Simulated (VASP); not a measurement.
Wanted: the native input for a VASP 6.6.1 run.

| Item | Value |
| --- | --- |
| Task | band structure |
| Functional | PBEsol |
| Potentials or basis | VASP PAW PBE potentials, release 64 (Mg, Te) |
| Cutoff | 520 eV |
| k mesh | 8 × 8 × 8 |
| Occupations | gaussian, width 0.03 eV |
| Spin | no spin polarisation |
| Further INCAR settings | ALGO = Normal; EDIFF = 1e-06; NBANDS = 11 |

The structure of MgTe lies in POSCAR:

```
MgTe                                    
1.0
    0.0000000000      3.2204257760      3.2204257760
    3.2204257760     -0.0000000000      3.2204257760
    3.2204257760      3.2204257760      0.0000000000
  Mg              Te            
     1     1
Direct
     1.0000000000000000    1.0000000000000000    0.0000000000000000
     0.2500000000000000    0.2500000000000000    0.2500000000000000
```

The cell was built by a generator and needn't be a form met in nature.

These files were run (other wordings do the same):

INCAR

```
SYSTEM = MgTe
  PREC = Accurate
  ENCUT = 520
  EDIFF = 1E-6
  ISMEAR = 0
  SIGMA = 0.03
  LREAL = .FALSE.
  LASPH = .TRUE.
  NELM = 80
  ALGO = Normal
  ISIF = 2
  LWAVE = .FALSE.
  LCHARG = .FALSE.
  GGA = PS
  NBANDS = 11
  ICORELEVEL = 1
```

KPOINTS

```
regular mesh
0
G
  8 8 8
  0 0 0
```

KPOINTS_OPT

```
explicit points
109
Reciprocal
 0.0000000000  0.0000000000  0.0000000000 1
 0.0555555556  0.0000000000  0.0555555556 1
 0.1111111111  0.0000000000  0.1111111111 1
 0.1666666667  0.0000000000  0.1666666667 1
 0.2222222222  0.0000000000  0.2222222222 1
 0.2777777778  0.0000000000  0.2777777778 1
 0.3333333333  0.0000000000  0.3333333333 1
 0.3888888889  0.0000000000  0.3888888889 1
 0.4444444444  0.0000000000  0.4444444444 1
 0.5000000000  0.0000000000  0.5000000000 1
 0.5000000000  0.0000000000  0.5000000000 1
 0.5000000000  0.0277777778  0.5277777778 1
 0.5000000000  0.0555555556  0.5555555556 1
 0.5000000000  0.0833333333  0.5833333333 1
 0.5000000000  0.1111111111  0.6111111111 1
 0.5000000000  0.1388888889  0.6388888889 1
 0.5000000000  0.1666666667  0.6666666667 1
 0.5000000000  0.1944444444  0.6944444444 1
 0.5000000000  0.2222222222  0.7222222222 1
 0.5000000000  0.2500000000  0.7500000000 1
 0.5000000000  0.2500000000  0.7500000000 1
 0.4861111111  0.2638888889  0.7500000000 1
 0.4722222222  0.2777777778  0.7500000000 1
 0.4583333333  0.2916666667  0.7500000000 1
 0.4444444444  0.3055555556  0.7500000000 1
 0.4305555556  0.3194444444  0.7500000000 1
 0.4166666667  0.3333333333  0.7500000000 1
 0.4027777778  0.3472222222  0.7500000000 1
 0.3888888889  0.3611111111  0.7500000000 1
 0.3750000000  0.3750000000  0.7500000000 1
 0.3750000000  0.3750000000  0.7500000000 1
 0.3333333333  0.3333333333  0.6666666667 1
 0.2916666667  0.2916666667  0.5833333333 1
 0.2500000000  0.2500000000  0.5000000000 1
 0.2083333333  0.2083333333  0.4166666667 1
 0.1666666667  0.1666666667  0.3333333333 1
 0.1250000000  0.1250000000  0.2500000000 1
 0.0833333333  0.0833333333  0.1666666667 1
 0.0416666667  0.0416666667  0.0833333333 1
 0.0000000000  0.0000000000  0.0000000000 1
 0.0000000000  0.0000000000  0.0000000000 1
 0.0555555556  0.0555555556  0.0555555556 1
 0.1111111111  0.1111111111  0.1111111111 1
 0.1666666667  0.1666666667  0.1666666667 1
 0.2222222222  0.2222222222  0.2222222222 1
 0.2777777778  0.2777777778  0.2777777778 1
 0.3333333333  0.3333333333  0.3333333333 1
 0.3888888889  0.3888888889  0.3888888889 1
 0.4444444444  0.4444444444  0.4444444444 1
 0.5000000000  0.5000000000  0.5000000000 1
 0.5000000000  0.5000000000  0.5000000000 1
 0.5138888889  0.4722222222  0.5138888889 1
 0.5277777778  0.4444444444  0.5277777778 1
 0.5416666667  0.4166666667  0.5416666667 1
 0.5555555556  0.3888888889  0.5555555556 1
 0.5694444444  0.3611111111  0.5694444444 1
 0.5833333333  0.3333333333  0.5833333333 1
 0.5972222222  0.3055555556  0.5972222222 1
 0.6111111111  0.2777777778  0.6111111111 1
 0.6250000000  0.2500000000  0.6250000000 1
 0.6250000000  0.2500000000  0.6250000000 1
 0.6111111111  0.2500000000  0.6388888889 1
 0.5972222222  0.2500000000  0.6527777778 1
 0.5833333333  0.2500000000  0.6666666667 1
 0.5694444444  0.2500000000  0.6805555556 1
 0.5555555556  0.2500000000  0.6944444444 1
 0.5416666667  0.2500000000  0.7083333333 1
 0.5277777778  0.2500000000  0.7222222222 1
 0.5138888889  0.2500000000  0.7361111111 1
 0.5000000000  0.2500000000  0.7500000000 1
 0.5000000000  0.2500000000  0.7500000000 1
 0.5000000000  0.2777777778  0.7222222222 1
 0.5000000000  0.3055555556  0.6944444444 1
 0.5000000000  0.3333333333  0.6666666667 1
 0.5000000000  0.3611111111  0.6388888889 1
 0.5000000000  0.3888888889  0.6111111111 1
 0.5000000000  0.4166666667  0.5833333333 1
 0.5000000000  0.4444444444  0.5555555556 1
 0.5000000000  0.4722222222  0.5277777778 1
 0.5000000000  0.5000000000  0.5000000000 1
 0.5000000000  0.5000000000  0.5000000000 1
 0.4861111111  0.4861111111  0.5277777778 1
 0.4722222222  0.4722222222  0.5555555556 1
 0.4583333333  0.4583333333  0.5833333333 1
 0.4444444444  0.4444444444  0.6111111111 1
 0.4305555556  0.4305555556  0.6388888889 1
 0.4166666667  0.4166666667  0.6666666667 1
 0.4027777778  0.4027777778  0.6944444444 1
 0.3888888889  0.3888888889  0.7222222222 1
 0.3750000000  0.3750000000  0.7500000000 1
 0.6250000000  0.2500000000  0.6250000000 1
 0.6111111111  0.2222222222  0.6111111111 1
 0.5972222222  0.1944444444  0.5972222222 1
 0.5833333333  0.1666666667  0.5833333333 1
 0.5694444444  0.1388888889  0.5694444444 1
 0.5555555556  0.1111111111  0.5555555556 1
 0.5416666667  0.0833333333  0.5416666667 1
 0.5277777778  0.0555555556  0.5277777778 1
 0.5138888889  0.0277777778  0.5138888889 1
 0.5000000000  0.0000000000  0.5000000000 1
 0.0000000000  0.0000000000  0.0000000000 1
 0.3750000000  0.3750000000  0.7500000000 1
 0.5000000000  0.5000000000  0.5000000000 1
 0.6250000000  0.2500000000  0.6250000000 1
 0.5000000000  0.2500000000  0.7500000000 1
 0.5000000000  0.0000000000  0.5000000000 1
 0.4000000000  0.0000000000  0.4000000000 1
 0.4250000000  0.0000000000  0.4250000000 1
 0.4500000000  0.0000000000  0.4500000000 1
```

Potentials or basis: VASP PAW PBE potentials, release 64 (Mg, Te).

Launch:

```bash
$ cat potpaw_PBE.64/Mg/POTCAR potpaw_PBE.64/Te/POTCAR > POTCAR
$ mpirun -np 1 vasp_std > vasp.out
```

It gave:

```yaml
Pressure: 0.0 GPa
Band_gap_on_the_k_mesh: 2.35 eV, direct
Band_gap_along_the_path: 2.35 eV, direct
```

Caveat: the PAW data sets were made with another functional, which shifts forces and pressure a little; spin-orbit coupling is left out, which moves the levels of the heavy elements.

Wall time 46 s on 1 thread of Intel(R) Xeon(R) Platinum 8375C CPU @ 2.90GHz (Ice Lake), on a shared host, peak memory 0.21 GiB.
